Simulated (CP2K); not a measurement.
# CuO (Tenorite) (Cc) in CP2K: reference runs

Aim: a first look at CuO (Tenorite) with PBEsol, on the cell as given.

Everything below comes from runs of CP2K 2026.2. Logs are shortened: lines on timing, memory, paths and dates and some standing lists are left out, and cuts for length are marked.

**1. Starting point**

It takes space group Cc (No. 9, monoclinic). The conventional cell has a = 4.689 Å, b = 3.427 Å, c = 5.132 Å, α = 90.00°, β = 99.65°, γ = 90.00°. Cu (site symmetry 1) has 4 O at 1.91 to 2.02 Å as nearest neighbours. O (site symmetry 1) is surrounded by 4 Cu at 1.91 to 2.02 Å.

**2. Single point, PBEsol**

cuo_scf.inp

```
&GLOBAL
  PROJECT cuo_scf
  RUN_TYPE ENERGY_FORCE
  PRINT_LEVEL LOW
&END GLOBAL
&FORCE_EVAL
  METHOD QS
  STRESS_TENSOR ANALYTICAL
  &DFT
    BASIS_SET_FILE_NAME BASIS_MOLOPT_UZH
    POTENTIAL_FILE_NAME POTENTIAL_UZH
    &MGRID
      CUTOFF 600
      REL_CUTOFF 60
      NGRIDS 5
    &END MGRID
    &QS
      METHOD GPW
      EPS_DEFAULT 1.0E-10
    &END QS
    &KPOINTS
      SCHEME MONKHORST-PACK 10 10 5
      GAMMA_CENTERED T
      SYMMETRY T
      SYMMETRY_BACKEND SPGLIB
    &END KPOINTS
    &SCF
      SCF_GUESS ATOMIC
      EPS_SCF 1.0E-6
      MAX_SCF 100
      ADDED_MOS 20
      CHOLESKY OFF
      EPS_EIGVAL 1.0E-7
      &DIAGONALIZATION ON
        ALGORITHM STANDARD
      &END DIAGONALIZATION
      &MIXING ON
        METHOD BROYDEN_MIXING
        ALPHA 0.4
        BETA 1.5
        NBUFFER 8
      &END MIXING
      &SMEAR ON
        METHOD FERMI_DIRAC
        ELECTRONIC_TEMPERATURE [K] 580.226
      &END SMEAR
    &END SCF
    &XC
      &XC_FUNCTIONAL
        &GGA_X_PBE_SOL
        &END GGA_X_PBE_SOL
        &GGA_C_PBE_SOL
        &END GGA_C_PBE_SOL
      &END XC_FUNCTIONAL
    &END XC
    &PRINT
      &KPOINTS ON
      &END KPOINTS
      &MULLIKEN ON
      &END MULLIKEN
      &MO ON
        ENERGIES T
        OCCUPATION_NUMBERS T
        &EACH
          QS_SCF 0
        &END EACH
        ADD_LAST NUMERIC
      &END MO
      &LOWDIN ON
      &END LOWDIN
      &HIRSHFELD ON
        SHAPE_FUNCTION DENSITY
      &END HIRSHFELD
    &END PRINT
  &END DFT
  &SUBSYS
    &CELL
      A 2.9039840190 0.0000000000 0.0000000000
      B 0.8821136913 2.7667668167 0.0000000000
      C -0.6948036751 -0.5077417171 5.0594363927
      PERIODIC XYZ
    &END CELL
    &COORD
      Cu  1.0981201869 -0.2450172047 2.5297181964
      Cu  0.4475268307 1.3745297545 0.0000000000
      O   1.1582221514 1.1982456269 3.8132972092
      O   1.8408500893 0.9933865472 1.2835790128
    &END COORD
    &KIND Cu
      BASIS_SET TZVP-MOLOPT-PBE-GTH-q11
      POTENTIAL GTH-PBE-q11
    &END KIND
    &KIND O
      BASIS_SET TZVP-MOLOPT-PBE-GTH-q6
      POTENTIAL GTH-PBE-q6
    &END KIND
    &PRINT
      &ATOMIC_COORDINATES ON
      &END ATOMIC_COORDINATES
      &CELL ON
      &END CELL
    &END PRINT
  &END SUBSYS
  &PRINT
    &FORCES ON
    &END FORCES
    &STRESS_TENSOR ON
    &END STRESS_TENSOR
  &END PRINT
&END FORCE_EVAL
```

Potentials or basis: POTENTIAL_UZH Cu GTH-PBE-q11, O GTH-PBE-q6; TZVP-MOLOPT-PBE-GTH basis.

Command:

```
> OMP_NUM_THREADS=1 mpirun -n 4 cp2k.psmp -i cuo_scf.inp -o cuo_scf.out
```

cuo_scf.out:

```text

 CP2K| version string:                                       CP2K version 2026.2
 CP2K| Input file name                                               cuo_scf.inp

 GLOBAL| Force Environment number                                              1
 GLOBAL| Basis set file name                                    BASIS_MOLOPT_UZH
 GLOBAL| Potential file name                                       POTENTIAL_UZH
 GLOBAL| MM Potential file name                                     MM_POTENTIAL
 GLOBAL| Coordinate file name                                      __STD_INPUT__
 GLOBAL| Method name                                                        CP2K
 GLOBAL| Project name                                                    cuo_scf
 GLOBAL| Run type                                                   ENERGY_FORCE
 GLOBAL| FFT library                                                       FFTW3
 GLOBAL| Diagonalization library                                       ScaLAPACK
 GLOBAL| Cholesky decomposition library                                ScaLAPACK
 GLOBAL| DGEMM library                                                      BLAS
 GLOBAL| Direct generalized diagonalization requested                          F
 GLOBAL| Matrix multiplication library                                 ScaLAPACK
 GLOBAL| Global print level                                                  LOW
 GLOBAL| Total number of message passing processes                             4
 GLOBAL| Number of threads for this process                                    1
 GLOBAL| CPU model name                                                  UNKNOWN

 CELL| Volume [angstrom^3]:                                            40.650784
 CELL| Vector a [angstrom]:       2.904     0.000     0.000   |a| =     2.903984
 CELL| Vector b [angstrom]:       0.882     2.767     0.000   |b| =     2.903984
 CELL| Vector c [angstrom]:      -0.695    -0.508     5.059   |c| =     5.132100
 CELL| Angle (b,c), alpha [degree]:                                    97.780819
 CELL| Angle (a,c), beta  [degree]:                                    97.780819
 CELL| Angle (a,b), gamma [degree]:                                    72.316432
 CELL| Numerically orthorhombic:                                              NO
 CELL| Periodicity                                                           XYZ

 CELL_REF| Volume [angstrom^3]:                                        40.650784
 CELL_REF| Vector a [angstrom     2.904     0.000     0.000   |a| =     2.903984
 CELL_REF| Vector b [angstrom     0.882     2.767     0.000   |b| =     2.903984
 CELL_REF| Vector c [angstrom    -0.695    -0.508     5.059   |c| =     5.132100
 CELL_REF| Angle (b,c), alpha [degree]:                                97.780819
 CELL_REF| Angle (a,c), beta  [degree]:                                97.780819
 CELL_REF| Angle (a,b), gamma [degree]:                                72.316432
 CELL_REF| Numerically orthorhombic:                                          NO
 CELL_REF| Periodicity                                                       XYZ
[... 9 lines left out ...]
 TOTAL NUMBERS AND MAXIMUM NUMBERS

  Total number of            - Atomic kinds:                                   2
                             - Atoms:                                          4
                             - Shell sets:                                     4
                             - Shells:                                        34
                             - Primitive Cartesian functions:                 22
                             - Cartesian basis functions:                    116
                             - Spherical basis functions:                    102

  Maximum angular momentum of- Orbital basis functions:                        3
                             - Local part of the GTH pseudopotential:          2
                             - Non-local part of the GTH pseudopotential:      4

 MODULE QUICKSTEP: ATOMIC COORDINATES IN ANGSTROM

   Atom Kind Element         X             Y             Z       Z(eff)     Mass
      1    1 Cu   29      1.098120     -0.245017      2.529718  11.0000  63.5460
      2    1 Cu   29      0.447527      1.374530      0.000000  11.0000  63.5460
      3    2 O     8      1.158222      1.198246      3.813297   6.0000  15.9994
      4    2 O     8      1.840850      0.993387      1.283579   6.0000  15.9994

 SCF PARAMETERS         Density guess:                                    ATOMIC
                        --------------------------------------------------------
                        max_scf:                                             100
[... 7 lines left out ...]
                        --------------------------------------------------------
                        level_shift [a.u.]:                             0.000000
                        added MOs                                        20    0
                        --------------------------------------------------------
                        Mixing method:                            BROYDEN_MIXING
                                                charge density mixing in g-space
                        --------------------------------------------------------
[... 21 lines left out ...]
 BRILLOUIN|     2           0.00400       -0.40000       -0.40000       -0.20000
 BRILLOUIN|     3           0.00400       -0.40000       -0.40000        0.00000
 BRILLOUIN|     4           0.00400       -0.40000       -0.40000        0.20000
 BRILLOUIN|     5           0.00400       -0.40000       -0.40000        0.40000
 BRILLOUIN|     6           0.00800       -0.40000       -0.30000       -0.40000
[... 32 lines left out ...]
 BRILLOUIN|    39           0.00800       -0.40000        0.30000        0.20000
 BRILLOUIN|    40           0.00800       -0.40000        0.30000        0.40000
 [... further k-points ...]
 *******************************************************************************

 Extrapolation method: initial_guess

 Number of electrons:                                                         34
 Number of occupied orbitals:                                                 17
 Number of molecular orbitals:                                                37

 Number of orbital functions:                                                102
 Number of independent orbital functions:                                    102

 SCF WAVEFUNCTION OPTIMIZATION

  Step     Update method      Time    Convergence         Total energy    Change
  ------------------------------------------------------------------------------
     1 NoMix/Diag. 0.40E+00    6.3     1.50140604      -127.3546553144 -1.27E+02
     2 Broy./Diag. 0.40E+00    5.0     0.09747319      -124.7509276326  2.60E+00
     3 Broy./Diag. 0.40E+00    4.9     0.04645022      -126.5070216562 -1.76E+00
     4 Broy./Diag. 0.40E+00    4.9     0.00584569      -127.3018625296 -7.95E-01
     5 Broy./Diag. 0.40E+00    4.8     0.00623362      -127.2722051075  2.97E-02
     6 Broy./Diag. 0.40E+00    4.7     0.00336717      -127.2315523281  4.07E-02
     7 Broy./Diag. 0.40E+00    4.8     0.00159997      -127.2491166496 -1.76E-02
     8 Broy./Diag. 0.40E+00    4.8     0.00048134      -127.2558045685 -6.69E-03
     9 Broy./Diag. 0.40E+00    4.7     0.00007230      -127.2565124070 -7.08E-04
    10 Broy./Diag. 0.40E+00    4.7     0.00006179      -127.2566364224 -1.24E-04
    11 Broy./Diag. 0.40E+00    4.8     0.00000897      -127.2566981267 -6.17E-05
    12 Broy./Diag. 0.40E+00    4.7     0.00000824      -127.2566682022  2.99E-05
    13 Broy./Diag. 0.40E+00    4.7     0.00000136      -127.2566677099  4.92E-07
    14 Broy./Diag. 0.40E+00    4.7     0.00000060      -127.2566674348  2.75E-07

  *** SCF run converged in    14 steps ***

  Electronic density on regular grids:        -33.9999999679        0.0000000321
  Core density on regular grids:               33.9999999972       -0.0000000028
  Total charge density on r-space grids:        0.0000000294
  Total charge density g-space grids:           0.0000000294

  Overlap energy of the core charge distribution:               0.00000004019496
  Self energy of the core charge distribution:               -212.41984136823689
  Core Hamiltonian energy:                                     67.70812825913195
  Hartree energy:                                              39.46405016501933
  Exchange-correlation energy:                                -22.00831526533478
  Electronic entropic energy:                                  -0.00068926493240
  Fermi energy:                                                 0.21147993740665

  Total energy:                                              -127.25666743483804
  Total energy (extrapolated to T->0):                       -127.25632280237184

 MO| EIGENVALUES AND OCCUPATION NUMBERS FOR K POINT 1
 MO|
 MO|  Index      Eigenvalue [a.u.]        Eigenvalue [eV]             Occupation
 MO|      1              -0.476772             -12.973633               2.000000
 MO|      2              -0.474476             -12.911157               2.000000
 MO|      3              -0.043014              -1.170477               2.000000
 MO|      4              -0.038170              -1.038671               2.000000
 MO|      5              -0.003890              -0.105861               2.000000
 MO|      6               0.003324               0.090462               2.000000
[... 588 lines left out ...]
 MO|     36               1.359078              36.982396               0.000000
 MO|     37               1.409300              38.349015               0.000000
 MO| Sum:                                                              34.000000
 MO| E(Fermi):            0.211480 a.u.          5.754662 eV

 [... the levels of further k-points ...]

 !-----------------------------------------------------------------------------!
                     Mulliken Population Analysis

 #  Atom  Element  Kind  Atomic population                           Net charge
       1     Cu       1         10.206560                              0.793440
       2     Cu       1         10.206543                              0.793457
       3     O        2          6.793449                             -0.793449
       4     O        2          6.793448                             -0.793448
 # Total charge                             34.000000                 -0.000000

 !-----------------------------------------------------------------------------!

 !-----------------------------------------------------------------------------!
                           Hirshfeld Charges

  #Atom  Element  Kind  Ref Charge     Population                    Net charge
      1       Cu     1      11.000         10.824                         0.176
      2       Cu     1      11.000         10.824                         0.176
      3       O      2       6.000          6.176                        -0.176
      4       O      2       6.000          6.176                        -0.176

  Total Charge                                                            0.000
 !-----------------------------------------------------------------------------!

 LOWDIN POPULATION ANALYSIS

 #  Atom  Element  Kind  Atomic population                           Net charge
       1     Cu       1         11.952968                             -0.952968
       2     Cu       1         12.078163                             -1.078163
       3     O        2          4.988925                              1.011075
       4     O        2          4.979944                              1.020056
 # Total charge                             34.000000                 -0.000000

 ENERGY| Total FORCE_EVAL ( QS ) energy [hartree]           -127.256662350429721

 FORCES| Atomic forces [hartree/bohr]
 FORCES|   Atom     x               y               z               |f|
 FORCES|      1 -6.26305602E-03 -1.34667902E-02  5.00740529E-03   1.56733665E-02
 FORCES|      2 -1.47001179E-02 -1.84410673E-03  5.04853750E-03   1.56518985E-02
 FORCES|      3  1.36146687E-02  3.27804959E-03 -4.85771124E-03   1.48223537E-02
 FORCES|      4  7.38544454E-03  1.18230527E-02 -5.22376900E-03   1.48868105E-02
 FORCES| Sum     3.69392273E-05 -2.09794639E-04 -2.55374500E-05
 FORCES| Total atomic force                                       2.14547101E-04

 STRESS| Analytical stress tensor [bar]
 STRESS|                        x                   y                   z
 STRESS|      x        1.35583833017E+04  -8.17674997685E+03  -1.43572390425E+04
 STRESS|      y       -8.17674997685E+03   1.87709367928E+04  -1.04780856640E+04
 STRESS|      z       -1.43572390425E+04  -1.04780856640E+04   3.01603170447E+03
 STRESS| 1/3 Trace                                             1.17817839330E+04
 STRESS| Determinant                                          -7.25205790031E+12

 STRESS| Eigenvectors and eigenvalues of the analytical stress tensor [bar]
 STRESS|                        1                   2                   3
 STRESS| Eigenvalues  -1.26208979966E+04   2.32194784831E+04   2.47467713124E+04
 STRESS|      x           0.533426666563      0.603165118079     -0.592999014951
 STRESS|      y           0.389549914858      0.447114331754      0.805195403722
 STRESS|      z           0.750804139063     -0.660515415924      0.003539787167
```

Wall time 80 s (4 MPI ranks of Arm Neoverse V1, shared host).

Results:

- Free energy: -3462.8299 eV
- Pressure: 1.2 GPa
- Largest force: 0.806 eV/Å
- Band gap on the k mesh: none (metal or under the smearing width)
- Mulliken charges: Cu +0.79; O -0.79 e
- Hirshfeld charges: Cu +0.18; O -0.18 e

Forces on the atoms (eV/Å):
```
Cu  -0.322 -0.692  0.257
Cu  -0.756 -0.095  0.260
O    0.700  0.169 -0.250
O    0.380  0.608 -0.269
```

Caveat: Mulliken charges move with the basis; the potentials were made for another functional, which shifts forces and pressure; the basis of atomic orbitals isn't converged, which shifts pressures, moduli and gaps; the run has no spin polarisation, though such a crystal can be magnetic; semilocal functionals often make such compounds metallic where correlation or magnetic order opens a gap, which also shifts bond lengths. With open d or f shells a metallic result of PBEsol can be an artefact of self-interaction; +U or a hybrid may open a gap.
